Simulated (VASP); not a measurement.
# C (C2/m) in VASP: a series of runs, part 7 of 9

VASP 6.6.1.

### Step 72. Equation of state, PBEsol, 9.43 Å³/atom

Contents of INCAR:

```
PREC = Accurate
ENCUT = 650
EDIFF = 1E-6
ISMEAR = 0
SIGMA = 0.05
LREAL = F
LASPH = T
NELM = 100
ALGO = Normal
ISIF = 2
LWAVE = F
LCHARG = F
GGA = PS
ADDGRID = F
```

Contents of KPOINTS:

```
regular mesh
0
Gamma
  6 6 4
```

Contents of POSCAR:

```
C
1.0
    2.1483842544     -1.2404444432      0.0000000000
    2.1483842544      1.2404444432      0.0000000000
   -1.3927246737      0.0000000000      3.5375138202
C
2
Direct
    0.1666444700      0.1666444700      0.9999069600
    0.8333555300      0.8333555300      0.0000930400
```

Potentials or basis: VASP PAW PBE potentials, release 64 (C).

Run with:

```bash
$ cat potpaw_PBE.64/C/POTCAR > POTCAR
$ mpirun -np 1 vasp_std > vasp.out
```

It took 8 s on 1 thread of Intel Xeon Platinum 8488C (Sapphire Rapids), shared host; peak memory 0.13 GiB.

The run converged, but some of its settings lie outside the range that counts as converged, so its numbers aren't taken as properties of the crystal.

What came out:

```
Free energy            : -19.2577 eV
Pressure               : -6.6 GPa
Largest force          : 0.049 eV/Å
Band gap on the k mesh : 0.45 eV, indirect (least direct gap 0.48 eV)
```

Caveat: the k mesh is coarse (spacing up to 0.50 Å⁻¹), so the values aren't converged; the PAW data sets were made with another functional, which shifts forces and pressure a little; this functional lacks dispersion, which binds the layers, so the pressure and a relaxed spacing across them are unreliable.

### Step 73. Equation of state, PBEsol, 8.88 Å³/atom

INCAR, as its differences from that of step 72:

```diff
@@ -1,3 +1,3 @@
 PREC = Accurate
-ENCUT = 650
+ENCUT = 340
 EDIFF = 1E-6
```

Contents of KPOINTS:

```
regular mesh
0
Gamma
  9 9 6
```

Contents of POSCAR:

```
C
1.0
    2.1058307541     -1.2158746984      0.0000000000
    2.1058307541      1.2158746984      0.0000000000
   -1.3651386822      0.0000000000      3.4674455374
C
2
Direct
    0.1666444700      0.1666444700      0.9999069600
    0.8333555300      0.8333555300      0.0000930400
```

Run with:

```bash
$ cat potpaw_PBE.64/C/POTCAR > POTCAR
$ mpirun -np 1 vasp_std > vasp.out
```

It used 5.2 s of CPU time on 1 thread of Intel(R) Xeon(R) Platinum 8488C (Sapphire Rapids), with other jobs on the host, which was overloaded at the time.

The run converged, but a check on its numbers failed (symmetry, net force, bounds or a known fault of this set-up), so they aren't taken as properties of the crystal.

Caveat: the cutoff lies under the usual one of these potentials, so the numbers hold a large basis-set error; the PAW data sets were made with another functional, which shifts forces and pressure a little; an odd mesh through Γ misses points on the zone boundary, where band edges often lie; this functional lacks dispersion, which binds the layers, so the pressure and a relaxed spacing across them are unreliable.

### Step 74. Equation of state, PBEsol, 9.43 Å³/atom

INCAR is that of step 73.

KPOINTS is that of step 73.

Contents of POSCAR:

```
C
1.0
    2.1483842544     -1.2404444432      0.0000000000
    2.1483842544      1.2404444432      0.0000000000
   -1.3927246737      0.0000000000      3.5375138202
C
2
Direct
    0.1666444700      0.1666444700      0.9999069600
    0.8333555300      0.8333555300      0.0000930400
```

Run with:

```bash
$ cat potpaw_PBE.64/C/POTCAR > POTCAR
$ mpirun -np 1 vasp_std > vasp.out
```

It used 4.5 s of CPU time on 1 thread of Intel(R) Xeon(R) Platinum 8488C (Sapphire Rapids) (shared host), which was overloaded at the time.

The run converged, but a check on its numbers failed (symmetry, net force, bounds or a known fault of this set-up), so they aren't taken as properties of the crystal.

Caveat: the cutoff lies under the usual one of these potentials, so the numbers hold a large basis-set error; the PAW data sets were made with another functional, which shifts forces and pressure a little; an odd mesh through Γ misses points on the zone boundary, where band edges often lie; this functional lacks dispersion, which binds the layers, so the pressure and a relaxed spacing across them are unreliable.

### Step 75. Equation of state, PBEsol, 8.88 Å³/atom

INCAR, as its differences from that of step 74:

```diff
@@ -1,3 +1,3 @@
 PREC = Accurate
-ENCUT = 340
+ENCUT = 400
 EDIFF = 1E-6
```

KPOINTS is that of step 74.

Contents of POSCAR:

```
C
1.0
    2.1058307541     -1.2158746984      0.0000000000
    2.1058307541      1.2158746984      0.0000000000
   -1.3651386822      0.0000000000      3.4674455374
C
2
Direct
    0.1666444700      0.1666444700      0.9999069600
    0.8333555300      0.8333555300      0.0000930400
```

Potentials or basis: VASP PAW PBE potentials, release 64 (C).

Run with:

```bash
$ cat potpaw_PBE.64/C/POTCAR > POTCAR
$ mpirun -np 1 vasp_std > vasp.out
```

It used 4.9 s of CPU time on 1 thread of Intel(R) Xeon(R) Platinum 8488C (Sapphire Rapids), on a shared host, which was overloaded at the time.

The run converged, but some of its settings lie outside the range that counts as converged, so its numbers aren't taken as properties of the crystal.

Results:

- Free energy: -19.2775 eV
- Largest force: 0.021 eV/Å
- Band gap on the k mesh: 0.50 eV, indirect (least direct gap 0.52 eV)

Caveat: the cutoff is under 1.25 times the usual one of these potentials, so pressure, stress and relaxed cells hold a basis-set (Pulay) error; the PAW data sets were made with another functional, which shifts forces and pressure a little; an odd mesh through Γ misses points on the zone boundary, where band edges often lie; this functional lacks dispersion, which binds the layers, so the pressure and a relaxed spacing across them are unreliable.

### Step 76. Equation of state, PBEsol, 9.43 Å³/atom

INCAR is that of step 75.

KPOINTS is that of step 75.

Contents of POSCAR:

```
C
1.0
    2.1483842544     -1.2404444432      0.0000000000
    2.1483842544      1.2404444432      0.0000000000
   -1.3927246737      0.0000000000      3.5375138202
C
2
Direct
    0.1666444700      0.1666444700      0.9999069600
    0.8333555300      0.8333555300      0.0000930400
```

Run with:

```bash
$ cat potpaw_PBE.64/C/POTCAR > POTCAR
$ mpirun -np 1 vasp_std > vasp.out
```

It used 5.8 s of CPU time on 1 thread of Intel(R) Xeon(R) Platinum 8488C (Sapphire Rapids) (shared host), which was overloaded at the time.

These settings aren't checked as converged: the numbers below hold their error.

Results:

- Free energy: -19.2882 eV
- Largest force: 0.019 eV/Å
- Band gap on the k mesh: 0.45 eV, indirect (least direct gap 0.48 eV)

Caveat: the cutoff is under 1.25 times the usual one of these potentials, so pressure, stress and relaxed cells hold a basis-set (Pulay) error; the PAW data sets were made with another functional, which shifts forces and pressure a little; an odd mesh through Γ misses points on the zone boundary, where band edges often lie; this functional lacks dispersion, which binds the layers, so the pressure and a relaxed spacing across them are unreliable.

### Step 77. Equation of state, PBEsol, 8.88 Å³/atom

INCAR, as its differences from that of step 76:

```diff
@@ -1,3 +1,3 @@
 PREC = Accurate
-ENCUT = 400
+ENCUT = 900
 EDIFF = 1E-6
```

Contents of KPOINTS:

```
regular mesh
0
Gamma
  6 6 4
```

Contents of POSCAR:

```
C
1.0
    2.1058307541     -1.2158746984      0.0000000000
    2.1058307541      1.2158746984      0.0000000000
   -1.3651386822      0.0000000000      3.4674455374
C
2
Direct
    0.1666444700      0.1666444700      0.9999069600
    0.8333555300      0.8333555300      0.0000930400
```

Run with:

```bash
$ cat potpaw_PBE.64/C/POTCAR > POTCAR
$ mpirun -np 1 vasp_std > vasp.out
```

Run time: 11 s. Hardware: 1 thread of Intel Xeon Platinum 8488C (Sapphire Rapids), shared host; peak memory 0.14 GiB.

These settings aren't checked as converged: the numbers below hold their error.

Results:

| Property | Result |
| --- | --- |
| Free energy | -19.2555 eV |
| Pressure | 10.1 GPa |
| Largest force | 0.055 eV/Å |
| Band gap on the k mesh | 0.50 eV, indirect (least direct gap 0.53 eV) |

Caveat: the k mesh is coarse (spacing up to 0.51 Å⁻¹), so the values aren't converged; the PAW data sets were made with another functional, which shifts forces and pressure a little; this functional lacks dispersion, which binds the layers, so the pressure and a relaxed spacing across them are unreliable.

### Step 78. Equation of state, PBEsol, 9.43 Å³/atom

INCAR is that of step 77.

KPOINTS is that of step 77.

Contents of POSCAR:

```
C
1.0
    2.1483842544     -1.2404444432      0.0000000000
    2.1483842544      1.2404444432      0.0000000000
   -1.3927246737      0.0000000000      3.5375138202
C
2
Direct
    0.1666444700      0.1666444700      0.9999069600
    0.8333555300      0.8333555300      0.0000930400
```

Potentials or basis: VASP PAW PBE potentials, release 64 (C).

Run with:

```bash
$ cat potpaw_PBE.64/C/POTCAR > POTCAR
$ mpirun -np 1 vasp_std > vasp.out
```

Run time: 12 s. Hardware: 1 thread of Intel Xeon Platinum 8488C (Sapphire Rapids), shared host; peak memory 0.15 GiB.

The run converged, but some of its settings lie outside the range that counts as converged, so its numbers aren't taken as properties of the crystal.

Results:

```yaml
Free_energy: -19.2662 eV
Pressure: -6.3 GPa
Largest_force: 0.049 eV/Å
Band_gap_on_the_k_mesh: 0.45 eV, indirect (least direct gap 0.48 eV)
```

Caveat: the k mesh is coarse (spacing up to 0.50 Å⁻¹), so the values aren't converged; the PAW data sets were made with another functional, which shifts forces and pressure a little; this functional lacks dispersion, which binds the layers, so the pressure and a relaxed spacing across them are unreliable.

### Step 79. Equation of state, PBEsol, 8.88 Å³/atom

INCAR, as its differences from that of step 78:

```diff
@@ -1,3 +1,3 @@
 PREC = Accurate
-ENCUT = 900
+ENCUT = 280
 EDIFF = 1E-6
```

Contents of KPOINTS:

```
regular mesh
0
Gamma
  11 11 7
```

Contents of POSCAR:

```
C
1.0
    2.1058307541     -1.2158746984      0.0000000000
    2.1058307541      1.2158746984      0.0000000000
   -1.3651386822      0.0000000000      3.4674455374
C
2
Direct
    0.1666444700      0.1666444700      0.9999069600
    0.8333555300      0.8333555300      0.0000930400
```

Run with:

```bash
$ cat potpaw_PBE.64/C/POTCAR > POTCAR
$ mpirun -np 1 vasp_std > vasp.out
```

It used 6.6 s of CPU time on 1 thread of Intel(R) Xeon(R) Platinum 8488C (Sapphire Rapids), with other jobs on the host, which was overloaded at the time.

The run converged, but a check on its numbers failed (symmetry, net force, bounds or a known fault of this set-up), so they aren't taken as properties of the crystal.

Caveat: the cutoff lies under the usual one of these potentials, so the numbers hold a large basis-set error; the PAW data sets were made with another functional, which shifts forces and pressure a little; an odd mesh through Γ misses points on the zone boundary, where band edges often lie; this functional lacks dispersion, which binds the layers, so the pressure and a relaxed spacing across them are unreliable.

### Step 80. Equation of state, PBEsol, 9.43 Å³/atom

INCAR is that of step 79.

KPOINTS is that of step 79.

Contents of POSCAR:

```
C
1.0
    2.1483842544     -1.2404444432      0.0000000000
    2.1483842544      1.2404444432      0.0000000000
   -1.3927246737      0.0000000000      3.5375138202
C
2
Direct
    0.1666444700      0.1666444700      0.9999069600
    0.8333555300      0.8333555300      0.0000930400
```

Run with:

```bash
$ cat potpaw_PBE.64/C/POTCAR > POTCAR
$ mpirun -np 1 vasp_std > vasp.out
```

It took 10 s on 1 thread of Intel Xeon Platinum 8488C (Sapphire Rapids), shared host; peak memory 0.11 GiB.

The run converged, but a check on its numbers failed (symmetry, net force, bounds or a known fault of this set-up), so they aren't taken as properties of the crystal.

Caveat: the cutoff lies under the usual one of these potentials, so the numbers hold a large basis-set error; the PAW data sets were made with another functional, which shifts forces and pressure a little; an odd mesh through Γ misses points on the zone boundary, where band edges often lie; this functional lacks dispersion, which binds the layers, so the pressure and a relaxed spacing across them are unreliable.

### Step 81. Equation of state, PBEsol, 8.88 Å³/atom

INCAR, as its differences from that of step 80:

```diff
@@ -1,3 +1,3 @@
 PREC = Accurate
-ENCUT = 280
+ENCUT = 460
 EDIFF = 1E-6
```

Contents of KPOINTS:

```
regular mesh
0
Gamma
  9 9 6
```

Contents of POSCAR:

```
C
1.0
    2.1058307541     -1.2158746984      0.0000000000
    2.1058307541      1.2158746984      0.0000000000
   -1.3651386822      0.0000000000      3.4674455374
C
2
Direct
    0.1666444700      0.1666444700      0.9999069600
    0.8333555300      0.8333555300      0.0000930400
```

Potentials or basis: VASP PAW PBE potentials, release 64 (C).

Run with:

```bash
$ cat potpaw_PBE.64/C/POTCAR > POTCAR
$ mpirun -np 1 vasp_std > vasp.out
```

Wall time 18 s (1 thread of Intel Xeon Platinum 8488C (Sapphire Rapids), shared host); peak memory 0.12 GiB.

The run converged, but some of its settings lie outside the range that counts as converged, so its numbers aren't taken as properties of the crystal.

Results:

- Free energy: -19.2654 eV
- Pressure: 10.1 GPa
- Largest force: 0.021 eV/Å
- Band gap on the k mesh: 0.50 eV, indirect (least direct gap 0.53 eV)

Caveat: the cutoff is under 1.25 times the usual one of these potentials, so pressure, stress and relaxed cells hold a basis-set (Pulay) error; the PAW data sets were made with another functional, which shifts forces and pressure a little; an odd mesh through Γ misses points on the zone boundary, where band edges often lie; this functional lacks dispersion, which binds the layers, so the pressure and a relaxed spacing across them are unreliable.

### Step 82. Equation of state, PBEsol, 9.43 Å³/atom

INCAR is that of step 81.

KPOINTS is that of step 81.

Contents of POSCAR:

```
C
1.0
    2.1483842544     -1.2404444432      0.0000000000
    2.1483842544      1.2404444432      0.0000000000
   -1.3927246737      0.0000000000      3.5375138202
C
2
Direct
    0.1666444700      0.1666444700      0.9999069600
    0.8333555300      0.8333555300      0.0000930400
```

Run with:

```bash
$ cat potpaw_PBE.64/C/POTCAR > POTCAR
$ mpirun -np 1 vasp_std > vasp.out
```

It took 13 s on 1 thread of Intel Xeon Platinum 8488C (Sapphire Rapids), shared host; peak memory 0.12 GiB.

The run converged, but some of its settings lie outside the range that counts as converged, so its numbers aren't taken as properties of the crystal.

Results:

| Quantity | Value |
| --- | --- |
| Free energy | -19.2779 eV |
| Pressure | -6.4 GPa |
| Largest force | 0.018 eV/Å |
| Band gap on the k mesh | 0.45 eV, indirect (least direct gap 0.48 eV) |

Caveat: the cutoff is under 1.25 times the usual one of these potentials, so pressure, stress and relaxed cells hold a basis-set (Pulay) error; the PAW data sets were made with another functional, which shifts forces and pressure a little; an odd mesh through Γ misses points on the zone boundary, where band edges often lie; this functional lacks dispersion, which binds the layers, so the pressure and a relaxed spacing across them are unreliable.

### Step 83. Equation of state, PBEsol, 8.88 Å³/atom

INCAR, as its differences from that of step 82:

```diff
@@ -1,3 +1,3 @@
 PREC = Accurate
-ENCUT = 460
+ENCUT = 340
 EDIFF = 1E-6
```

Contents of KPOINTS:

```
regular mesh
0
Gamma
  11 11 7
```

Contents of POSCAR:

```
C
1.0
    2.1058307541     -1.2158746984      0.0000000000
    2.1058307541      1.2158746984      0.0000000000
   -1.3651386822      0.0000000000      3.4674455374
C
2
Direct
    0.1666444700      0.1666444700      0.9999069600
    0.8333555300      0.8333555300      0.0000930400
```

Run with:

```bash
$ cat potpaw_PBE.64/C/POTCAR > POTCAR
$ mpirun -np 1 vasp_std > vasp.out
```

Wall time 11 s (1 thread of Intel Xeon Platinum 8488C (Sapphire Rapids), shared host); peak memory 0.12 GiB.

The run converged, but a check on its numbers failed (symmetry, net force, bounds or a known fault of this set-up), so they aren't taken as properties of the crystal.

Caveat: the cutoff lies under the usual one of these potentials, so the numbers hold a large basis-set error; the PAW data sets were made with another functional, which shifts forces and pressure a little; an odd mesh through Γ misses points on the zone boundary, where band edges often lie; this functional lacks dispersion, which binds the layers, so the pressure and a relaxed spacing across them are unreliable.

### Step 84. Equation of state, PBEsol, 9.43 Å³/atom

INCAR is that of step 83.

KPOINTS is that of step 83.

Contents of POSCAR:

```
C
1.0
    2.1483842544     -1.2404444432      0.0000000000
    2.1483842544      1.2404444432      0.0000000000
   -1.3927246737      0.0000000000      3.5375138202
C
2
Direct
    0.1666444700      0.1666444700      0.9999069600
    0.8333555300      0.8333555300      0.0000930400
```

Potentials or basis: VASP PAW PBE potentials, release 64 (C).

Run with:

```bash
$ cat potpaw_PBE.64/C/POTCAR > POTCAR
$ mpirun -np 1 vasp_std > vasp.out
```

It took 11 s on 1 thread of Intel Xeon Platinum 8488C (Sapphire Rapids), shared host; peak memory 0.12 GiB.

The run converged, but a check on its numbers failed (symmetry, net force, bounds or a known fault of this set-up), so they aren't taken as properties of the crystal.

Caveat: the cutoff lies under the usual one of these potentials, so the numbers hold a large basis-set error; the PAW data sets were made with another functional, which shifts forces and pressure a little; an odd mesh through Γ misses points on the zone boundary, where band edges often lie; this functional lacks dispersion, which binds the layers, so the pressure and a relaxed spacing across them are unreliable.

### Step 85. Equation of state, PBEsol, 8.88 Å³/atom

INCAR, as its differences from that of step 84:

```diff
@@ -1,3 +1,3 @@
 PREC = Accurate
-ENCUT = 340
+ENCUT = 520
 EDIFF = 1E-6
```

Contents of KPOINTS:

```
regular mesh
0
Gamma
  9 9 6
```

Contents of POSCAR:

```
C
1.0
    2.1058307541     -1.2158746984      0.0000000000
    2.1058307541      1.2158746984      0.0000000000
   -1.3651386822      0.0000000000      3.4674455374
C
2
Direct
    0.1666444700      0.1666444700      0.9999069600
    0.8333555300      0.8333555300      0.0000930400
```

Run with:

```bash
$ cat potpaw_PBE.64/C/POTCAR > POTCAR
$ mpirun -np 1 vasp_std > vasp.out
```

Run time: 14 s. Hardware: 1 thread of Intel Xeon Platinum 8488C (Sapphire Rapids), shared host; peak memory 0.12 GiB.

These settings aren't checked as converged: the numbers below hold their error.

What came out:

| Quantity | Value |
| --- | --- |
| Free energy | -19.2620 eV |
| Pressure | 10.3 GPa |
| Largest force | 0.021 eV/Å |
| Band gap on the k mesh | 0.50 eV, indirect (least direct gap 0.53 eV) |

Caveat: the PAW data sets were made with another functional, which shifts forces and pressure a little; an odd mesh through Γ misses points on the zone boundary, where band edges often lie; this functional lacks dispersion, which binds the layers, so the pressure and a relaxed spacing across them are unreliable.

### Step 86. Equation of state, PBEsol, 9.43 Å³/atom

INCAR is that of step 85.

KPOINTS is that of step 85.

Contents of POSCAR:

```
C
1.0
    2.1483842544     -1.2404444432      0.0000000000
    2.1483842544      1.2404444432      0.0000000000
   -1.3927246737      0.0000000000      3.5375138202
C
2
Direct
    0.1666444700      0.1666444700      0.9999069600
    0.8333555300      0.8333555300      0.0000930400
```

Run with:

```bash
$ cat potpaw_PBE.64/C/POTCAR > POTCAR
$ mpirun -np 1 vasp_std > vasp.out
```

Wall time 14 s (1 thread of Intel Xeon Platinum 8488C (Sapphire Rapids), shared host); peak memory 0.13 GiB.

The run converged, but some of its settings lie outside the range that counts as converged, so its numbers aren't taken as properties of the crystal.

What came out:

| Quantity | Value |
| --- | --- |
| Free energy | -19.2746 eV |
| Pressure | -6.1 GPa |
| Largest force | 0.018 eV/Å |
| Band gap on the k mesh | 0.45 eV, indirect (least direct gap 0.48 eV) |

Caveat: the PAW data sets were made with another functional, which shifts forces and pressure a little; an odd mesh through Γ misses points on the zone boundary, where band edges often lie; this functional lacks dispersion, which binds the layers, so the pressure and a relaxed spacing across them are unreliable.

### Step 87. Equation of state, PBEsol, 8.88 Å³/atom

INCAR, as its differences from that of step 86:

```diff
@@ -1,3 +1,3 @@
 PREC = Accurate
-ENCUT = 520
+ENCUT = 400
 EDIFF = 1E-6
```

Contents of KPOINTS:

```
regular mesh
0
Gamma
  11 11 7
```

Contents of POSCAR:

```
C
1.0
    2.1058307541     -1.2158746984      0.0000000000
    2.1058307541      1.2158746984      0.0000000000
   -1.3651386822      0.0000000000      3.4674455374
C
2
Direct
    0.1666444700      0.1666444700      0.9999069600
    0.8333555300      0.8333555300      0.0000930400
```

Potentials or basis: VASP PAW PBE potentials, release 64 (C).

Run with:

```bash
$ cat potpaw_PBE.64/C/POTCAR > POTCAR
$ mpirun -np 1 vasp_std > vasp.out
```

Run time: 12 s. Hardware: 1 thread of Intel Xeon Platinum 8488C (Sapphire Rapids), shared host; peak memory 0.12 GiB.

These settings aren't checked as converged: the numbers below hold their error.

What came out:

- Free energy: -19.2851 eV
- Largest force: 0.006 eV/Å
- Band gap on the k mesh: 1.15 eV, direct

Caveat: the cutoff is under 1.25 times the usual one of these potentials, so pressure, stress and relaxed cells hold a basis-set (Pulay) error; the PAW data sets were made with another functional, which shifts forces and pressure a little; an odd mesh through Γ misses points on the zone boundary, where band edges often lie; this functional lacks dispersion, which binds the layers, so the pressure and a relaxed spacing across them are unreliable.

(Part 7 of 9 ends here.)
